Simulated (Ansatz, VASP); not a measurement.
## NaH in VASP and in Ansatz

```xyz
2
Lattice="0.0000 2.3957 2.3957 2.3957 0.0000 2.3957 2.3957 2.3957 0.0000" Properties=species:S:1:pos:R:3 pbc="T T T"
Na    0.0000    0.0000    0.0000
H     2.3957    2.3957    2.3957
```

Alike in both runs: functional PBEsol; k mesh 8 × 8 × 8; occupations gaussian, width 0.02 eV; no spin polarisation.

Ansatz relaxed the structure, and its values are those at the end. VASP's run is a single point on that final structure, the one shown.

|  | VASP | Ansatz |
| --- | --- | --- |
| version | VASP 6.6.1 | Ansatz 0.2.0 |
| potentials or method | VASP PAW PBE potentials, release 64 (Na_pv, H) | scalar-relativistic, plane waves, PAW |
| plane-wave cutoff (eV) | 520 | 420 |
| valence electrons in the cell | 8 | 10 |

|  | VASP | Ansatz | Ansatz less VASP |
| --- | --- | --- | --- |
| gap on the k mesh at the Fermi level (eV) | 3.60 | 3.61 | +0.002 |
| least direct gap on the mesh (eV) | 4.51 | 4.52 | +0.003 |
| pressure (GPa) | 0.0 | 0.0 | +0.02 |

With one functional, cell and mesh, what is left measures potentials, basis and numerics. The two sets of potentials don't hold the same shells in valence.

Caveats: the PAW data sets were made with another functional, which shifts forces and pressure a little (VASP). A k mesh can miss the band edges. Expect the measured gap to be larger: semilocal functionals such as PBEsol lack the derivative discontinuity.
